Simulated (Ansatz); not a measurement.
# HfO2: one candidate structure, part 2 of 2

Where does HfO2 go from the start given, Cr2B type (I4/mcm, No. 140)?

Ansatz 0.2.0; DFT PBE, scalar-relativistic, plane waves, PAW. The steps go on from the part before.

**4. Full relaxation (candidate A)**

Input file input.yaml:

```yaml
crystal:
  lattice:
    - [-2.4403754004, 2.4403754004, 2.7757440789]
    - [2.4403754004, -2.4403754004, 2.7757440789]
    - [2.4403754004, 2.4403754004, -2.7757440789]
  atoms:
    - { symbol: Hf, position: [0.25, 0.25, 0.0] }
    - { symbol: Hf, position: [0.75, 0.75, 0.0] }
    - { symbol: O, position: [0.7086803855, 0.2086803855, 0.917360771] }
    - { symbol: O, position: [0.2086803855, 0.2913196145, 0.5] }
    - { symbol: O, position: [0.2913196145, 0.7913196145, 0.082639229] }
    - { symbol: O, position: [0.7913196145, 0.7086803855, 0.5] }
basis:
  ecutwfc: 420
kpoints:
  mp_grid: { grid: [10, 10, 10] }
hamiltonian:
  xc: pbe
scf:
  occupations: { method: gaussian, width: 0.01 }
output:
  forces: true
  stress: true
  eigenvalues: true
relax:
  adjacent_minimum: "off"
  f_tol: 0.01
  max_steps: 80
  cell: { stress_tol: 0.05 }
```

The run is started by

```sh
$ ansatz run input.yaml --threads 1 --pin off --max-ram 2560MiB --backend cpu --events-out ev --progress --plain --runs-dir out
```

The program printed (excerpt; [...] marks lines left out):

```text
Warning: RAYON_NUM_THREADS=1 ignored (pool sized by the plan → 1); use --threads N
[...]
Pseudopotentials: kind: paw
Pseudopotential: Hf, paw, valence charge 26, recommended cutoff 420 eV (normal), Hf.paw.azcp
Pseudopotential: O, paw, valence charge 6, recommended cutoff 420 eV (normal), O.paw.azcp
Functional definition: PBE
[...]
Crystal: 6 atoms, lattice volume = 66.123 Å³
Basis set: ecut = 420 eV, 1293 PW (Γ), exchange–correlation on 60×60×60 points (8 copies of the dense FFT grid, shifted against one another)
Bands: 46, of which v1, the nominal top of the filled ones, is band 38 counted from 1 (37 counted from 0)
Symmetry: 16 space group operations
Space group: I4/mcm (ITA 140), of the structure as read, at distance tolerance 4.0e-5 Å
k-points: 102 of 1000
[...]
SCF iter   1: F=—  HF=-33718.960167 eV  |F-HF|=—  |Δ(HF+E_count)|=         —  Δρ=9.38e-3  dr2=5.80e-2  ethr=1.77e-3  ⟨swp⟩=5.9  Hψ=15330  notcnv=0
[...]
  P = ⅓ Tr σ = -0.0129 GPa (-0.129 kbar)
--- Band table (eV; the first three rows and the last of 102) ---
[...]
--- Relaxed structure (3 steps of the walk, 3 accepted, 1 SCFs on fresh bases) ---
  F+E_penalty+E_count = -33718.94902765 eV   max|allowed force component| = 9.935e-5 eV/Å   (the final SCF, on the basis selected at the relaxed cell)
  cell:  # Å, volume = 66.1566 Å³
    - [-2.4407973401587713, 2.4407973401587713, 2.776195450514087]
    - [2.4407973401587713, -2.4407973401587713, 2.776195450514087]
    - [2.4407973401587713, 2.4407973401587713, -2.776195450514087]
  atoms:
    - { symbol: Hf, position: [0.24999999999999997, 0.24999999999999997, -4.049397912174078e-22] }
    - { symbol: Hf, position: [0.7499999999999998, 0.7499999999999998, -4.0493979121740084e-22] }
    - { symbol: O, position: [0.7086777105259318, 0.20867771052593184, 0.9173554210518636] }
    - { symbol: O, position: [0.20867771052593184, 0.29132228947406813, 0.5] }
    - { symbol: O, position: [0.29132228947406813, 0.7913222894740681, 0.08264457894813629] }
    - { symbol: O, position: [0.7913222894740679, 0.7086777105259316, 0.5] }
```

Wall time 89 s (1 thread of Intel Xeon Platinum 8259CL at 2.50GHz (Skylake/Cascade Lake), shared host); peak memory 0.57 GiB.

The steps of the relaxation:

| step | E - E(step 1) (eV/cell) | largest force component (eV/Å) | pressure (GPa) | volume (Å³) |
| --- | --- | --- | --- | --- |
| 1 | 0.0000 | 0.0013 | 0.11 | 66.12 |
| 2 | 0.0002 | 0.0001 | -0.03 | 66.16 |
| 3 | 0.0002 | 0.0001 | -0.02 | 66.16 |
| 4 | 0.0000 | 0.0001 | -0.01 | 66.16 |

Step 1 is the start. Step 4 repeats the geometry before it on a plane-wave basis chosen anew for that cell, so its energy need not be comparable with the rows above.

Lengths and angles in the start's conventional setting:

|  | before | after | change |
| --- | --- | --- | --- |
| a (Å) | 4.881 | 4.882 | 0.0 % |
| b (Å) | 4.881 | 4.882 | 0.0 % |
| c (Å) | 5.551 | 5.552 | 0.0 % |
| volume (Å³/atom) | 11.02 | 11.03 | +0.1 % |
| shortest distance (Å) | 2.233 | 2.233 | 0.0 % |
| space group (0.01 Å) | I4/mcm | I4/mcm | same |

Forces and stress were held to the start's 16 operations: a distortion of lower symmetry was not tested.

**5. Changed: ecutwfc 200 eV, xc r2scan, eigensolver.kind davidson**

Input file input.yaml:

```yaml
crystal:
  lattice:
    - [-2.4407973402, 2.4407973402, 2.7761954505]
    - [2.4407973402, -2.4407973402, 2.7761954505]
    - [2.4407973402, 2.4407973402, -2.7761954505]
  atoms:
    - { symbol: Hf, position: [0.25, 0.25, 0.0] }
    - { symbol: Hf, position: [0.75, 0.75, 0.0] }
    - { symbol: O, position: [0.7086777105, 0.2086777105, 0.9173554211] }
    - { symbol: O, position: [0.2086777105, 0.2913222895, 0.5] }
    - { symbol: O, position: [0.2913222895, 0.7913222895, 0.0826445789] }
    - { symbol: O, position: [0.7913222895, 0.7086777105, 0.5] }
basis:
  ecutwfc: "200 eV"
kpoints:
  mp_grid: { grid: [10, 10, 10] }
hamiltonian:
  xc: r2scan
scf:
  occupations: { method: gaussian, width: 0.01 }
  eigensolver: { kind: davidson }
output:
  forces: true
  eigenvalues: true
  stress: true
```

The run is started by

```sh
$ ansatz run input.yaml --threads 1 --pin off --max-ram 2560MiB --backend cpu --events-out ev --progress --plain --runs-dir out
```

The program printed (excerpt; [...] marks lines left out):

```text
Warning: basis.ecutwfc = 200 eV is below the records' recommended 500 eV, and the density's cutoff is lower with it unless basis.ecutrho_ratio is high enough to keep the records' density cutoff: compare with a run at a higher cutoff
Warning: RAYON_NUM_THREADS=1 ignored (pool sized by the plan → 1); use --threads N
[...]
Pseudopotentials: kind: paw
Pseudopotential: Hf, paw, valence charge 26, recommended cutoff 500 eV (meta_gga), Hf.paw.azcp
Pseudopotential: O, paw, valence charge 6, recommended cutoff 500 eV (meta_gga), O.paw.azcp
Functional definition: r2SCAN
[...]
Crystal: 6 atoms, lattice volume = 66.157 Å³
Basis set: ecut = 200 eV, 403 PW (Γ), exchange–correlation on 96×96×96 points (64 copies of the dense FFT grid, shifted against one another)
Bands: 46, of which v1, the nominal top of the filled ones, is band 38 counted from 1 (37 counted from 0)
Symmetry: 16 space group operations
Space group: I4/mcm (ITA 140), of the structure as read, at distance tolerance 4.0e-5 Å
k-points: 102 of 1000
[...]
the search or the solves at the SCF's close seem to have found levels that the self-consistency loop had missed (the run counts 8). By its estimate they hold under 1e-12 electrons; where the run keeps them, the occupations were computed again with them
[...]
SCF converged after 8 iterations
Free energy (F): -33710.621363 eV
[...]
E sigma→0 (E₀):  -33710.621363 eV
Fermi energy:    16.372635 eV
[...]
--- Forces (eV/Å), atoms counted from 1 ---
  atom   1  Hf    -0.00000000     0.00000000    -0.00000000
  atom   2  Hf    -0.00000000     0.00000000     0.00000000
  atom   3  O      0.03569153     0.03569153     0.00000000
  atom   4  O     -0.03569153     0.03569153    -0.00000000
  atom   5  O     -0.03569153    -0.03569153    -0.00000000
  atom   6  O      0.03569153    -0.03569153     0.00000000
[...]
--- Stress (GPa, compression-positive) ---
       -6.446808       0.000000       0.000000
        0.000000      -6.446808      -0.000000
        0.000000      -0.000000      -0.540367
  P = ⅓ Tr σ = -4.4780 GPa (-44.780 kbar)
--- Band table (eV; the first three rows and the last of 102) ---
[...]
```

Run time: 27 s. Hardware: 1 thread of Intel Xeon Platinum 8259CL at 2.50GHz (Skylake/Cascade Lake), shared host; peak memory 0.47 GiB.

```tsv
run	ending	energy change	pressure (GPa)	gap (eV)	force (eV/Å)	cycles	time
step 4	converged	-	0.0	0.14	0.00	-	89 s
variant	converged	not comparable	-4.5	0.08	0.05	8	27 s
```

After a change of functional the difference of the totals has no physical meaning; the pressure goes from 0.0 to -4.5 GPa, the gap on the mesh goes from 0.14 to 0.08 eV and the largest force goes from 0.00 to 0.05 eV/Å. The cutoff changed too. The cutoff is under what these potentials recommend, as the log warns, so basis error is mixed in.

**6. What came out**

The summary covers parts 1 to 2.

Formation energies count from the elements, computed with the same settings in runs not shown here.

Rows marked E are candidates relaxed earlier by the same steps.

| candidate | start | space group at the end | atoms | volume (Å³/atom) | energy above the lowest (meV/atom) | gap on the mesh (eV) | formation energy (eV/atom) |
| --- | --- | --- | --- | --- | --- | --- | --- |
| A | Cr2B type (I4/mcm, No. 140) | I4/mcm | 6 | 11.03 | 0.0 | 0.14 | -2.725 |
| E1 | AlB2 type (P6/mmm, No. 191) | P6/mmm | 3 | 10.11 | 1252.9 | 0.00 | -1.473 |

**Reading.** A (I4/mcm) is lowest, 1253 meV/atom under E1. Other structures, not tried here, may lie lower. With -2.73 eV/atom the lowest lies under the elements, which doesn't yet make it stable against other compounds of them. Spin-orbit coupling is left out, which matters for the bands of Hf.
